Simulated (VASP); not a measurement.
# Te2Mo (Pm) in VASP: further runs, part 3 of 3

VASP 6.6.1. Earlier steps stand in the parts before.

**5. Electric field gradients, PBE**

Contents of INCAR:

```
PREC = Accurate ; ENCUT = 520
EDIFF = 1E-8 ; ISMEAR = 0
SIGMA = 0.02 ; LREAL = False
LASPH = True ; NELM = 80
ALGO = Normal ; ISIF = 2
LWAVE = False ; LCHARG = False
GGA = PE ; LEFG = True
```

Contents of KPOINTS:

```
regular mesh
0
Gamma
  3 6 2
```

Contents of POSCAR:

```
Te2Mo
1.0
    6.3464495577      0.0000000000      0.0000000000
    0.0000000000      3.4942155400      0.0000000000
   -0.5490254083      0.0000000000     14.8561586148
Te Mo
8 4
Direct
    0.0630865700      0.5000000000      0.4013918100
    0.9362609700      0.0000000000      0.5989235800
    0.5672046900      0.0000000000      0.3620628100
    0.4325395100      0.5000000000      0.6382740100
    0.0910474500      0.0000000000      0.1379227500
    0.9094538900      0.5000000000      0.8617520200
    0.5810927600      0.5000000000      0.0985498300
    0.4193469800      0.0000000000      0.9011539900
    0.3196862200      0.0000000000      0.5068268200
    0.6797845000      0.5000000000      0.4935200200
    0.1814915000      0.5000000000      0.0065316300
    0.8190039500      0.0000000000      0.9930897200
```

Potentials or basis: VASP PAW PBE potentials, release 64 (Te, Mo_sv).

On the command line:

```bash
cat potpaw_PBE.64/Te/POTCAR potpaw_PBE.64/Mo_sv/POTCAR > POTCAR
mpirun -np 1 vasp_std > vasp.out
```

OUTCAR:

```text
PREC = Accurate
   ENCUT = 520
   EDIFF = 1E-8
   ISMEAR = 0
   LREAL = False
   LASPH = True
   NELM = 80
   ISIF = 2
   GGA = PE

 ion  position               nearest neighbor table
   1  0.063  0.500  0.401-   9 2.82   9 2.82  10 2.84   2 3.54   2 3.54   3 3.63   3 3.63
   2  0.936  0.000  0.599-  10 2.82  10 2.82   9 2.84   1 3.54   1 3.54   4 3.63   4 3.63
   3  0.567  0.000  0.362-  10 2.70  10 2.70   9 2.71   1 3.63   1 3.63
   4  0.433  0.500  0.638-   9 2.70   9 2.70  10 2.71   2 3.63   2 3.63
   5  0.091  0.000  0.138-  11 2.70  11 2.70  12 2.71   7 3.63   7 3.63
   6  0.909  0.500  0.862-  12 2.70  12 2.70  11 2.71   8 3.63   8 3.63
   7  0.581  0.500  0.099-  12 2.82  12 2.82  11 2.84   8 3.53   8 3.53   5 3.63   5 3.63
   8  0.419  0.000  0.901-  11 2.82  11 2.82  12 2.84   7 3.53   7 3.53   6 3.63   6 3.63
   9  0.320  0.000  0.507-   4 2.70   4 2.70   3 2.71   1 2.82   1 2.82   2 2.84  10 2.89  10 2.89

  10  0.680  0.500  0.494-   3 2.70   3 2.70   4 2.71   2 2.82   2 2.82   1 2.84   9 2.89   9 2.89

[... 1316 lines left out ...]
   2    -216.666   -31.924   248.589       0.743
   3     141.672    45.703  -187.375       0.512
   4     141.791    45.564  -187.355       0.514
   5     141.562    46.476  -188.038       0.506
   6     141.333    46.706  -188.039       0.503
   7    -219.225   -31.987   251.211       0.745
   8    -218.749   -31.980   250.730       0.745
   9     -69.042    -2.050    71.093       0.942
  10     -69.342    -1.973    71.315       0.945
  11     -69.130    -2.604    71.733       0.927
  12     -69.100    -2.569    71.669       0.928
----------------------------------------------------------------------

           NMR quadrupolar parameters

 Cq : quadrupolar parameter    Cq=e*Q*V_zz/h
 eta: asymmetry parameters     (V_yy - V_xx)/ V_zz
 Q  : nuclear electric quadrupole moment in mb (millibarn)
----------------------------------------------------------------------
 ion       Cq(MHz)       eta       Q (mb)
----------------------------------------------------------------------
   1       0.602       0.745       1.000
   2       0.601       0.743       1.000
   3      -0.453       0.512       1.000
   4      -0.453       0.514       1.000
   5      -0.455       0.506       1.000
   6      -0.455       0.503       1.000
   7       0.607       0.745       1.000
   8       0.606       0.745       1.000
   9       0.172       0.942       1.000
  10       0.172       0.945       1.000
  11       0.173       0.927       1.000
  12       0.173       0.928       1.000
----------------------------------------------------------------------
```

OSZICAR:

```text
N       E                     dE             d eps       ncg     rms          rms(c)
DAV:   1     0.852132997278E+03    0.85213E+03   -0.53283E+04  2344   0.149E+03
[... 16 lines left out ...]
DAV:  18    -0.719729378388E+02    0.90196E-06   -0.53007E-06  2546   0.101E-02    0.420E-02
DAV:  19    -0.719729364466E+02    0.13923E-05   -0.39187E-06  2632   0.955E-03    0.213E-02
DAV:  20    -0.719729353354E+02    0.11111E-05   -0.24936E-06  2614   0.625E-03    0.649E-03
DAV:  21    -0.719729353806E+02   -0.45189E-07   -0.12400E-07  2280   0.118E-03    0.502E-03
DAV:  22    -0.719729354069E+02   -0.26241E-07   -0.89925E-08  2054   0.108E-03    0.120E-03
DAV:  23    -0.719729354490E+02   -0.42164E-07   -0.92959E-09  1262   0.339E-04    0.469E-04
DAV:  24    -0.719729354475E+02    0.15134E-08   -0.38631E-09  1244   0.193E-04
   1 F= -.71972935E+02 E0= -.71972908E+02  d E =-.557522E-04
```

stdout:

```text
POSCAR found type information on POSCAR TeMo
 POSCAR found :  2 types and      12 ions
 scaLAPACK will be used
 LDA part: xc-table for (Slater+PW92), standard interpolation
 POSCAR, INCAR and KPOINTS ok, starting setup
 FFT: planning ... GRIDC
 FFT: planning ... GRID_SOFT
 FFT: planning ... GRID
 WAVECAR not read
 entering main loop
ion   1

ion   2

ion   3

ion   4

ion   5

ion   6

ion   7

ion   8

ion   9

ion  10

ion  11

ion  12
```

Wall time 5 min (1 thread of Intel Xeon 6975P-C (Granite Rapids), shared host); peak memory 0.52 GiB.

What came out:

```
Free energy            : -71.9729 eV
Pressure               : 0.7 GPa
Largest force          : 0.232 eV/Å
Band gap on the k mesh : none (metal or under the smearing width)
```

Forces in eV/Å, atoms in the order of the input:
```
Te  -0.071  0.000 -0.035
Te   0.080  0.000  0.036
Te   0.036  0.000 -0.212
Te  -0.046  0.000  0.213
Te   0.036  0.000  0.219
Te  -0.037  0.000 -0.229
Te  -0.084  0.000  0.040
Te   0.087  0.000 -0.045
Mo  -0.007  0.000 -0.086
Mo   0.008  0.000  0.082
Mo   0.007  0.000 -0.073
Mo  -0.010  0.000  0.089
```

Electric field gradients, principal values (V/Å²):
```csv
atom,Vxx,Vyy,Vzz
1 Te,-31.706,-217.364,249.070
2 Te,-31.924,-216.666,248.589
3 Te,45.703,141.672,-187.375
4 Te,45.564,141.791,-187.355
5 Te,46.476,141.562,-188.038
6 Te,46.706,141.333,-188.039
7 Te,-31.987,-219.225,251.211
8 Te,-31.980,-218.749,250.730
9 Mo,-2.050,-69.042,71.093
10 Mo,-1.973,-69.342,71.315
11 Mo,-2.604,-69.130,71.733
12 Mo,-2.569,-69.100,71.669
```

Caveat: this functional lacks dispersion, which binds the layers, so the pressure and a relaxed spacing across them are unreliable. Spin-orbit coupling is left out, which matters for the levels of Te.

**6. Core levels, PBE**

Contents of INCAR:

```
PREC = Accurate
ENCUT = 520
EDIFF = 1E-7
ISMEAR = 0
SIGMA = 0.02
LREAL = False
LASPH = True
NELM = 60
ALGO = Normal
ISIF = 2
LWAVE = False
LCHARG = False
GGA = PE
ICORELEVEL = 1
```

Contents of KPOINTS:

```
Automatic mesh
0
Gamma
  3 6 2
```

POSCAR is that of step 5.

Potentials or basis: VASP PAW PBE potentials, release 64 (Te, Mo_sv).

On the command line:

```bash
cat potpaw_PBE.64/Te/POTCAR potpaw_PBE.64/Mo_sv/POTCAR > POTCAR
mpirun -np 1 vasp_std > vasp.out
```

OUTCAR:

```text
PREC = Accurate
   ENCUT = 520
   EDIFF = 1E-7
   ISMEAR = 0
   LREAL = False
   LASPH = True
   NELM = 60
   ISIF = 2
   GGA = PE

 ion  position               nearest neighbor table
   1  0.063  0.500  0.401-   9 2.82   9 2.82  10 2.84   2 3.54   2 3.54   3 3.63   3 3.63
   2  0.936  0.000  0.599-  10 2.82  10 2.82   9 2.84   1 3.54   1 3.54   4 3.63   4 3.63
   3  0.567  0.000  0.362-  10 2.70  10 2.70   9 2.71   1 3.63   1 3.63
   4  0.433  0.500  0.638-   9 2.70   9 2.70  10 2.71   2 3.63   2 3.63
   5  0.091  0.000  0.138-  11 2.70  11 2.70  12 2.71   7 3.63   7 3.63
   6  0.909  0.500  0.862-  12 2.70  12 2.70  11 2.71   8 3.63   8 3.63
[... 522 lines left out ...]
  energy-cutoff  :      520.00
  volume of cell :      329.45
      direct lattice vectors                 reciprocal lattice vectors
     6.346449558  0.000000000  0.000000000     0.157568415  0.000000000  0.005823111
     0.000000000  3.494215540  0.000000000     0.000000000  0.286187268  0.000000000
    -0.549025408  0.000000000 14.856158615     0.000000000  0.000000000  0.067312152

 POSITION                                       TOTAL-FORCE (eV/Angst)
 -----------------------------------------------------------------------------------
      0.18000      1.74711      5.96314        -0.070833      0.000000     -0.034942
      5.61311      0.00000      8.89770         0.080452      0.000000      0.036070
      3.40095      0.00000      5.37886         0.035553      0.000000     -0.212181
      2.39466      1.74711      9.48230        -0.046169      0.000000      0.213469
      0.50210      0.00000      2.04900         0.036069      0.000000      0.219293
      5.29868      1.74711     12.80232        -0.037101      0.000000     -0.228881
      3.63377      1.74711      1.46407        -0.084173      0.000000      0.039681
      2.16661      0.00000     13.38769         0.087416      0.000000     -0.044654
      1.75061      0.00000      7.52950        -0.006944      0.000000     -0.086074
      4.04326      1.74711      7.33181         0.008010      0.000000      0.081890
      1.14824      1.74711      0.09703         0.007313      0.000000     -0.072753
      4.65254      0.00000     14.75350        -0.009592      0.000000      0.089081
 -----------------------------------------------------------------------------------
    total drift:                                0.000012     -0.000000     -0.000027

  FREE ENERGIE OF THE ION-ELECTRON SYSTEM (eV)
  ---------------------------------------------------
  free  energy   TOTEN  =       -71.9729353789 eV

  energy  without entropy=      -71.9728795116  energy(sigma->0) =      -71.97290745
```

OSZICAR:

```text
N       E                     dE             d eps       ncg     rms          rms(c)
[... 13 lines left out ...]
DAV:  14    -0.719729986756E+02    0.15794E-03   -0.45652E-04  2532   0.111E-01    0.260E-01
DAV:  15    -0.719729576846E+02    0.40991E-04   -0.16096E-04  2570   0.646E-02    0.205E-01
DAV:  16    -0.719729413172E+02    0.16367E-04   -0.10257E-04  2198   0.399E-02    0.841E-02
DAV:  17    -0.719729387408E+02    0.25764E-05   -0.19498E-05  2768   0.134E-02    0.723E-02
DAV:  18    -0.719729378388E+02    0.90196E-06   -0.53007E-06  2546   0.101E-02    0.420E-02
DAV:  19    -0.719729364466E+02    0.13923E-05   -0.39187E-06  2632   0.955E-03    0.213E-02
DAV:  20    -0.719729353354E+02    0.11111E-05   -0.24936E-06  2614   0.625E-03    0.649E-03
DAV:  21    -0.719729353789E+02   -0.43477E-07   -0.10470E-07  1302   0.118E-03
   1 F= -.71972935E+02 E0= -.71972907E+02  d E =-.558673E-04
```

It took 4.5 min on 1 thread of Intel Xeon 6975P-C (Granite Rapids), shared host; peak memory 0.51 GiB.

What came out:

```yaml
Free_energy: -71.9729 eV
Pressure: 0.7 GPa
Largest_force: 0.232 eV/Å
Band_gap_on_the_k_mesh: none (metal or under the smearing width)
```

Forces on the atoms (eV/Å):
```
Te  -0.071  0.000 -0.035
Te   0.080  0.000  0.036
Te   0.036  0.000 -0.212
Te  -0.046  0.000  0.213
Te   0.036  0.000  0.219
Te  -0.037  0.000 -0.229
Te  -0.084  0.000  0.040
Te   0.087  0.000 -0.045
Mo  -0.007  0.000 -0.086
Mo   0.008  0.000  0.082
Mo   0.007  0.000 -0.073
Mo  -0.010  0.000  0.089
```

Levels at points of the mesh, in eV from the Fermi level:
| k point | band 48 | band 49 | band 50 | band 51 | band 52 | band 53 | band 54 | band 55 | band 56 | band 57 |
| --- | --- | --- | --- | --- | --- | --- | --- | --- | --- | --- |
| (0.00, 0.00, 0.00) | -0.62 | -0.34 | -0.15 | 0.03 | 0.12 | 0.60 | 0.76 | 1.03 | 1.06 | 1.36 |
| (0.00, 0.50, 0.00) | -1.61 | -1.42 | -1.42 | -1.42 | -1.42 | 1.11 | 1.11 | 1.16 | 1.17 | 1.32 |
| (0.00, 0.00, 0.50) | -0.64 | -0.21 | -0.20 | 0.07 | 0.08 | 0.64 | 0.67 | 1.04 | 1.05 | 1.64 |
| (0.00, 0.50, 0.50) | -1.60 | -1.45 | -1.45 | -1.42 | -1.42 | 1.12 | 1.12 | 1.15 | 1.15 | 1.34 |

Core levels (eV, on the scale of the bands):
| atom | levels |
| --- | --- |
| 1 Te | 1s -31608.9, 2s -4836.5, 2p -4339.9, 3s -952.7, 3p -791.3, 3d -547.6, 4s -152.2, 4p -102.2, 4d -29.5 |
| 2 Te | 1s -31608.9, 2s -4836.5, 2p -4339.9, 3s -952.7, 3p -791.3, 3d -547.6, 4s -152.2, 4p -102.2, 4d -29.5 |
| 3 Te | 1s -31608.9, 2s -4836.5, 2p -4339.9, 3s -952.7, 3p -791.4, 3d -547.6, 4s -152.3, 4p -102.3, 4d -29.7 |
| 4 Te | 1s -31608.9, 2s -4836.5, 2p -4339.9, 3s -952.7, 3p -791.4, 3d -547.6, 4s -152.3, 4p -102.3, 4d -29.7 |
| 5 Te | 1s -31608.9, 2s -4836.5, 2p -4339.9, 3s -952.7, 3p -791.4, 3d -547.6, 4s -152.3, 4p -102.3, 4d -29.7 |
| 6 Te | 1s -31608.9, 2s -4836.5, 2p -4339.9, 3s -952.7, 3p -791.4, 3d -547.6, 4s -152.3, 4p -102.3, 4d -29.7 |

Caveat: this functional lacks dispersion, which binds the layers, so the pressure and a relaxed spacing across them are unreliable. The run has no spin-orbit coupling, so splittings on Te are missing.

**7. The reference run**

An earlier run on the cell as given: functional PBE; potentials or basis VASP PAW PBE potentials, release 64 (Te, Mo_sv); cutoff 520 eV; k mesh 4 × 8 × 2; occupations fermi-dirac, width 0.05 eV; no spin polarisation.

- Pressure: 0.7 GPa
- Largest force: 0.216 eV/Å
- Band gap on the k mesh: none (metal or under the smearing width)

**8. The runs side by side**

| task | k mesh | cutoff (eV) | smearing | k mesh for the DOS | occupations for the DOS | gap on the mesh (eV) | pressure (GPa) | largest force (eV/Å) |
| --- | --- | --- | --- | --- | --- | --- | --- | --- |
| band structure | 3 × 6 × 2 | 600 | fermi-dirac 0.05 eV | - | - | - | 0.6 | 0.23 |
| optical spectrum | 3 × 6 × 2 | 520 | gaussian 0.02 eV | - | - | none | 0.7 | 0.23 |
| density of states | 3 × 6 × 2 | 520 | gaussian 0.02 eV | 5 × 9 × 3 | tetrahedron | - | - | - |
| electric field gradients | 3 × 6 × 2 | 520 | gaussian 0.02 eV | - | - | none | 0.7 | 0.23 |
| core levels | 3 × 6 × 2 | 520 | gaussian 0.02 eV | - | - | none | 0.7 | 0.23 |
| single point | 4 × 8 × 2 | 520 | fermi-dirac 0.05 eV | - | - | none | 0.7 | 0.22 |

Alike in all rows: level PBE; potentials or basis VASP PAW PBE potentials, release 64 (Te, Mo_sv); no spin polarisation; cell as given.

Every run on the cell as given and a fine mesh finds a metal.

Caveats: this functional lacks dispersion, which binds the layers, so the pressure and a relaxed spacing across them are unreliable; spin-orbit coupling is left out, which moves the levels of the heavy elements (some runs); spectra need much finer meshes, so this one isn't converged (some runs); independent-particle spectra lack excitons (some runs); the intraband (Drude) part of a metal's response may be missing (some runs).

Absolute energies hang on the potentials; compare differences alone.
